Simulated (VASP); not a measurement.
# H2 in VASP: a series of runs

One molecule, H2, is run at these levels: PBE+D3; tasks: relaxation of the atoms, vibrations by finite differences.

Program: VASP 6.6.1. These are calculated values, not measurements. Logs are shortened: lines on timing, memory, paths and dates and some standing lists are left out, and cuts for length are marked.

## (1) The molecule as given

The cell holds a molecule in a box, 2 atoms: a = 11.172 Å, b = 11.672 Å, c = 12.172 Å, α = 90.00°, β = 90.00°, γ = 90.00°.

## (2) Relaxation of the atoms, PBE+D3

The input, INCAR:

```
SYSTEM = H
PREC = Accurate
ENCUT = 400
EDIFF = 1E-7
ISMEAR = 0
SIGMA = 0.01
LREAL = .FALSE.
LASPH = .TRUE.
NELM = 100
ALGO = Normal
ISIF = 2
LWAVE = .FALSE.
LCHARG = .FALSE.
GGA = PE
IVDW = 11
IBRION = 2
NSW = 120
EDIFFG = -0.03
ISYM = 0
```

The input, KPOINTS:

```
regular mesh
0
G
  1 1 1
  0 0 0
```

The input, POSCAR:

```
H
1.0
   11.1715072411      0.0000000000      0.0000000000
    0.0000000000     11.6715072411      0.0000000000
    0.0000000000      0.0000000000     12.1715072411
H
2
Selective dynamics
Direct
    0.5029840056      0.4878045315      0.5275852131  F F F
    0.4970159944      0.5207633422      0.4724147869  T T T
```

Potentials or basis: VASP PAW PBE potentials, release 64 (H).

On the command line:

```
cat potpaw_PBE.64/H/POTCAR > POTCAR
mpirun -np 1 vasp_gam > vasp.out
```

OUTCAR:

```text
SYSTEM = H
   PREC = Accurate
   ENCUT = 400
   EDIFF = 1E-7
   ISMEAR = 0
   LREAL = .FALSE.
   LASPH = .TRUE.
   NELM = 100
   ISIF = 2
   GGA = PE
   IVDW = 11
   IBRION = 2
   NSW = 120
   EDIFFG = -0.03
   ISYM = 0
 IVDW          = 11

 ion  position               nearest neighbor table
   1  0.503  0.488  0.528-   2 0.78
   2  0.497  0.521  0.472-   1 0.78

IMPORTANT INFORMATION: All symmetrisations will be switched off!
NOSYMM: (Re-)initialisation of all symmetry stuff for point group C_1.

----------------------------------------------------------------------------------------

                                     Primitive cell

  volume of cell :    1587.0225

  direct lattice vectors                    reciprocal lattice vectors
    11.171507241  0.000000000  0.000000000     0.089513436  0.000000000  0.000000000
     0.000000000 11.671507241  0.000000000     0.000000000  0.085678737  0.000000000
     0.000000000  0.000000000 12.171507241     0.000000000  0.000000000  0.082159093

  length of vectors
    11.171507241 11.671507241 12.171507241     0.089513436  0.085678737  0.082159093

  position of ions in fractional coordinates (direct lattice)
     0.502984006  0.487804531  0.527585213
     0.497015994  0.520763342  0.472414787

  ion indices of the primitive-cell ions
   primitive index   ion index
                 1           1
                 2           2

----------------------------------------------------------------------------------------

 KPOINTS: regular mesh

Automatic generation of k-mesh.
 Grid dimensions read from file:
 generate k-points for:    1    1    1

 Generating k-lattice:

  Cartesian coordinates                     Fractional coordinates (reciprocal lattice)
     0.089513436  0.000000000  0.000000000     1.000000000  0.000000000  0.000000000
     0.000000000  0.085678737  0.000000000     0.000000000  1.000000000  0.000000000
     0.000000000  0.000000000  0.082159093     0.000000000  0.000000000  1.000000000

  Length of vectors
     0.089513436  0.085678737  0.082159093

  Shift w.r.t. Gamma in fractional coordinates (k-lattice)
     0.000000000  0.000000000  0.000000000

 Subroutine IBZKPT returns following result:
 ===========================================

 Found      1 irreducible k-points:

 Following reciprocal coordinates:
            Coordinates               Weight
  0.000000  0.000000  0.000000      1.000000
   k-points           NKPTS =      1   k-points in BZ     NKDIM =      1   number of bands    NBANDS=      5
   number of dos      NEDOS =    301   number of ions     NIONS =      2
   total plane-waves  NPLWV = 512000
   dimension x,y,z NGX =    80 NGY =   80 NGZ =   80
   dimension x,y,z NGXF=   160 NGYF=  160 NGZF=  160
   ions per type =               2
   NGX,Y,Z   is equivalent  to a cutoff of  11.90, 11.39, 10.93 a.u.
   NGXF,Y,Z  is equivalent  to a cutoff of  23.81, 22.79, 21.85 a.u.
 SYSTEM =  H
   PREC   = accura    normal or accurate (medium, high low for compatibility)
   ISTART =      0    job   : 0-new  1-cont  2-samecut
   ICHARG =      2    charge: 1-file 2-atom 10-const
   ISPIN  =      1    spin polarized calculation?
   LNONCOLLINEAR =      F non collinear calculations
   LSORBIT =      F    spin-orbit coupling
   LASPH  =      T    aspherical Exc in radial PAW
   ENCUT  =  400.0 eV  29.40 Ry    5.42 a.u.  18.22 19.03 19.85*2*pi/ulx,y,z
   NELM   =    100;   NELMIN=  2; NELMDL= -5     # of ELM steps
   EDIFF  = 0.1E-06   stopping-criterion for ELM
   LREAL  =      F    real-space projection
   EDIFFG = -.3E-01   stopping-criterion for IOM
   NSW    =    120    number of steps for IOM
   IBRION =      2    ionic relax: 0-MD 1-quasi-New 2-CG
   NFREE  =      1    steps in history (QN), initial steepest desc. (CG)
   ISIF   =      2    stress and relaxation
   ISYM   =      0    0-nonsym 1-usesym 2-fastsym
   POTIM  = 0.5000    time-step for ionic-motion
   TEBEG  =    0.0;   TEEND  =   0.0 temperature during run
   PSTRESS=    0.0 pullay stress
   NELECT =       2.0000    total number of electrons
   NUPDOWN=      -1.0000    fix difference up-down
   EMIN   =  10.00;   EMAX   =-10.00  energy-range for DOS
   EFERMI =   0.00;   METHOD = LEGACY
   ISMEAR =     0;   SIGMA  =   0.01  broadening in eV -4-tet -1-fermi 0-gaus
   EFERMI_NEDOS =   21; number of points for ismear=-14 and -15
   IALGO  =     38    algorithm
   IMIX   =      4    mixing-type and parameters
     AMIX     =   0.40;   BMIX     =  1.00
     AMIX_MAG =   1.60;   BMIX_MAG =  1.00
  volume/ion in A,a.u.               =     793.51      5354.88
  Fermi-wavevector in a.u.,A,eV,Ry     =   0.176830  0.334161  0.425441  0.031269
  Thomas-Fermi vector in A             =   0.896670
   LORBIT       =      0    0 simple, 1 ext, 2 COOP (PROOUT), +10 PAW based schemes
   GGA     = PE    functional components
   LHFCALC =     F    Hartree Fock is set to
   AEXX    =    0.0000 exact exchange contribution
   IVDW    =    11    specifies the selected vdW correction
   LEPSILON=     F    determine dielectric tensor
   LRPA    =     F    only Hartree local field effects (RPA)
 conjugate gradient relaxation of ions
 non-spin polarized calculation
 Gauss-broadening in eV      SIGMA  =   0.01
  energy-cutoff  :      400.00
  volume of cell :     1587.02
 maximum number of plane-waves:     14409
 NGX is ok and might be reduce to    80
   NGX = 37   NGY = 39   NGZ = 39

--------------------------------------- Ionic step        1  -------------------------------------------

 number of electron       2.0000002 magnetization

 Free energy of the ion-electron system (eV)
  ---------------------------------------------------
  ext. energy  EPLUGINS =         0.00000000
  ---------------------------------------------------
  free energy    TOTEN  =        -6.74933822 eV

  energy without entropy =       -6.74933822  energy(sigma->0) =       -6.74933822

------------------------ aborting loop because EDIFF is reached ----------------------------------------

 Edisp (eV)   -0.00001

 E8    (eV) :    -0.0000

  FORCE on cell =-STRESS in cart. coord.  units (eV):
  Direction    XX          YY          ZZ          XY          YZ          ZX
  --------------------------------------------------------------------------------------
  -------------------------------------------------------------------------------------
  Total      -0.12359    -0.28175    -0.61809     0.02852     0.28641    -0.04962
  in kB      -0.12477    -0.28445    -0.62400     0.02880     0.28915    -0.05009
  external pressure =       -0.34 kB  Pullay stress =        0.00 kB

 VOLUME and BASIS-vectors are now :
 -----------------------------------------------------------------------------
  energy-cutoff  :      400.00
  volume of cell :     1587.02
      direct lattice vectors                 reciprocal lattice vectors
    11.171507241  0.000000000  0.000000000     0.089513436  0.000000000  0.000000000
     0.000000000 11.671507241  0.000000000     0.000000000  0.085678737  0.000000000
     0.000000000  0.000000000 12.171507241     0.000000000  0.000000000  0.082159093

 POSITION                                       TOTAL-FORCE (eV/Angst)
 -----------------------------------------------------------------------------------
      5.61909      5.69341      6.42151        -0.069911      0.404813     -0.705461
      5.55242      6.07809      5.75000         0.069911     -0.404813      0.705461
 -----------------------------------------------------------------------------------
    total drift:                               -0.000002     -0.000135      0.000069

  FREE ENERGIE OF THE ION-ELECTRON SYSTEM (eV)
  ---------------------------------------------------
  free  energy   TOTEN  =        -6.7493520006 eV

  energy  without entropy=       -6.7493520006  energy(sigma->0) =       -6.74935200

--------------------------------------- Ionic step        2  -------------------------------------------

 number of electron       2.0000000 magnetization

------------------------ aborting loop because EDIFF is reached ----------------------------------------

 Edisp (eV)   -0.00001

 E8    (eV) :    -0.0000

  FORCE on cell =-STRESS in cart. coord.  units (eV):
  Direction    XX          YY          ZZ          XY          YZ          ZX
  --------------------------------------------------------------------------------------
  -------------------------------------------------------------------------------------
  Total      -0.11970    -0.04417     0.11283    -0.01320    -0.13429     0.02328
  in kB      -0.12084    -0.04459     0.11391    -0.01333    -0.13557     0.02350
  external pressure =       -0.02 kB  Pullay stress =        0.00 kB

 VOLUME and BASIS-vectors are now :
 -----------------------------------------------------------------------------
  energy-cutoff  :      400.00
  volume of cell :     1587.02
      direct lattice vectors                 reciprocal lattice vectors
    11.171507241  0.000000000  0.000000000     0.089513436  0.000000000  0.000000000
     0.000000000 11.671507241  0.000000000     0.000000000  0.085678737  0.000000000
     0.000000000  0.000000000 12.171507241     0.000000000  0.000000000  0.082159093

 POSITION                                       TOTAL-FORCE (eV/Angst)
 -----------------------------------------------------------------------------------
      5.61909      5.69341      6.42151         0.040410     -0.232198      0.406301
      5.55579      6.05856      5.78403        -0.040410      0.232198     -0.406301
 -----------------------------------------------------------------------------------
    total drift:                                0.000080     -0.000064      0.000334

  FREE ENERGIE OF THE ION-ELECTRON SYSTEM (eV)
  ---------------------------------------------------
  free  energy   TOTEN  =        -6.7572543482 eV

  energy  without entropy=       -6.7572543482  energy(sigma->0) =       -6.75725435

--------------------------------------- Ionic step        3  -------------------------------------------

 number of electron       2.0000000 magnetization

 Free energy of the ion-electron system (eV)
  ---------------------------------------------------
  ext. energy  EPLUGINS =         0.00000000
  ---------------------------------------------------
  free energy    TOTEN  =        -6.76030614 eV

  energy without entropy =       -6.76030614  energy(sigma->0) =       -6.76030614

 E-fermi : -10.2437     XC(G=0):  -0.2494

 val. band max:      -10.3095004611   @ k =   0.0000   0.0000   0.0000
 cond. band min:      -0.1253626268   @ k =   0.0000   0.0000   0.0000
 fundamental gap:     10.1841378343
 Fermi energy:       -10.2436846482

 k-point     1 :       0.0000    0.0000    0.0000
  band No.  band energies     occupation
      1     -10.3095      2.00000
      2      -0.1254      0.00000
      3       0.2709      0.00000
      4       0.7341      0.00000
      5       0.8143      0.00000

------------------------ aborting loop because EDIFF is reached ----------------------------------------

 Edisp (eV)   -0.00001

 E8    (eV) :    -0.0000

  FORCE on cell =-STRESS in cart. coord.  units (eV):
  Direction    XX          YY          ZZ          XY          YZ          ZX
  --------------------------------------------------------------------------------------
  -------------------------------------------------------------------------------------
  Total      -0.12108    -0.12842    -0.14639     0.00160     0.01488    -0.00257
  in kB      -0.12224    -0.12964    -0.14779     0.00161     0.01502    -0.00260
  external pressure =       -0.13 kB  Pullay stress =        0.00 kB

 VOLUME and BASIS-vectors are now :
 -----------------------------------------------------------------------------
  energy-cutoff  :      400.00
  volume of cell :     1587.02
      direct lattice vectors                 reciprocal lattice vectors
    11.171507241  0.000000000  0.000000000     0.089513436  0.000000000  0.000000000
     0.000000000 11.671507241  0.000000000     0.000000000  0.085678737  0.000000000
     0.000000000  0.000000000 12.171507241     0.000000000  0.000000000  0.082159093

 POSITION                                       TOTAL-FORCE (eV/Angst)
 -----------------------------------------------------------------------------------
      5.61909      5.69341      6.42151         0.000075      0.000690     -0.000129
      5.55465      6.06514      5.77257        -0.000075     -0.000690      0.000129
 -----------------------------------------------------------------------------------
    total drift:                                0.000037     -0.000034      0.000039

  FREE ENERGIE OF THE ION-ELECTRON SYSTEM (eV)
  ---------------------------------------------------
  free  energy   TOTEN  =        -6.7603194489 eV

  energy  without entropy=       -6.7603194489  energy(sigma->0) =       -6.76031945

 reached required accuracy - stopping structural energy minimisation
```

Wall time 98 s (1 thread of Intel Xeon Platinum 8488C (Sapphire Rapids), shared host); peak memory 0.93 GiB.

What came out:

| Item | Value |
| --- | --- |
| Free energy | -6.7603 eV |
| Energy gained by relaxing | 5.5 meV/atom |
| Ionic steps | 3 |
| Gap between the frontier levels | 10.18 eV |
| Dispersion energy per atom | 0.000 eV |

Step by step:
```
step  energy change (eV)  largest force (eV/Å)  pressure (GPa)
   1              0.0000                0.8164           -0.03
   2             -0.0079                0.4697            0.00
   3             -0.0110                0.0007           -0.01
```

Final structure:
```yaml
crystal:
  lattice:
    - [11.17151, 0.00000, 0.00000]
    - [0.00000, 11.67151, 0.00000]
    - [0.00000, 0.00000, 12.17151]
  atoms:
    - { symbol: H, position: [0.50298, 0.48780, 0.52759] }
    - { symbol: H, position: [0.49722, 0.51965, 0.47427] }
```

Levels at points of the mesh, in eV from the valence-band top:
| k point | band 1 | band 2 | band 3 | band 4 | band 5 |
| --- | --- | --- | --- | --- | --- |
| (0.00, 0.00, 0.00) | 0.00 | 10.18 | 10.58 | 11.04 | 11.12 |

## (3) Vibrations by finite differences, PBE+D3

Edit INCAR of step 2 so:

```diff
@@ -15,5 +15,7 @@
 IVDW = 11
-IBRION = 2
-NSW = 120
-EDIFFG = -0.03
+NBANDS = 8
+IBRION = 5
+NFREE = 2
+POTIM = 0.015
+NSW = 1
 ISYM = 0
```

KPOINTS is that of step 2.

The input, POSCAR:

```
H                                       
1.0
   11.1715072411      0.0000000000      0.0000000000
    0.0000000000     11.6715072411      0.0000000000
    0.0000000000      0.0000000000     12.1715072411
  H             
     2
Selective dynamics
Direct
0.5029840055999983  0.4878045314999966  0.5275852130999965  T T T
0.4972162304828839  0.5196535676612152  0.4742693263325920  T T T
```

Potentials or basis: VASP PAW PBE potentials, release 64 (H).

On the command line:

```
cat potpaw_PBE.64/H/POTCAR > POTCAR
mpirun -np 1 vasp_gam > vasp.out
```

Wall time 5.9 min (1 thread of Intel Xeon Platinum 8488C (Sapphire Rapids), shared host); peak memory 0.97 GiB.

Results (log left out):

| Property | Result |
| --- | --- |
| Highest phonon frequency at Γ | 4298 cm⁻¹ |
| Most unstable mode | 67i cm⁻¹ |
| Dispersion energy per atom | 0.000 eV |

Phonon frequencies in cm⁻¹ (negative: imaginary):
```
              q point          frequencies
(0.000, 0.000, 0.000)  -67 -7 0 21 41 4298
```

Caveat: some modes are imaginary.
